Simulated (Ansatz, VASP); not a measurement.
## KF in VASP and in Ansatz

```
CELL_PARAMETERS angstrom
3.25895 0.00000 0.00000
0.00000 3.25895 0.00000
0.00000 0.00000 3.25895
ATOMIC_POSITIONS crystal
K 0.00000 0.00000 0.00000
F 0.50000 0.50000 0.50000
```

The cell comes from a database or a generator and needn't be the stable form of this composition.

Alike in both runs: task relaxation of cell and atoms; functional PBE; k mesh 8 × 8 × 8; occupations gaussian, width 0.02 eV; no spin polarisation.

|  | VASP | Ansatz |
| --- | --- | --- |
| version | VASP 6.6.1 | Ansatz 0.2.0 |
| potentials or method | VASP PAW PBE potentials, release 64 (K_sv, F) | scalar-relativistic, plane waves, PAW |
| plane-wave cutoff (eV) | 600 | 420 |
| valence electrons in the cell | 16 | 16 |

|  | VASP | Ansatz | Ansatz less VASP |
| --- | --- | --- | --- |
| gap on the k mesh at the Fermi level, each at its own relaxed structure (eV) | 6.26 | 6.27 | +0.014 |
| relaxed volume (Å³/atom) | 17.31 | 17.31 | 0.000 |
| relaxed cell length with the largest relative difference (Å) | 3.259 | 3.259 | 0.0000 |

Caveats: the relaxation stopped at its first step, so nothing moved. Expect the measured gap to be larger: semilocal functionals such as PBE lack the derivative discontinuity. A k mesh can miss the band edges.
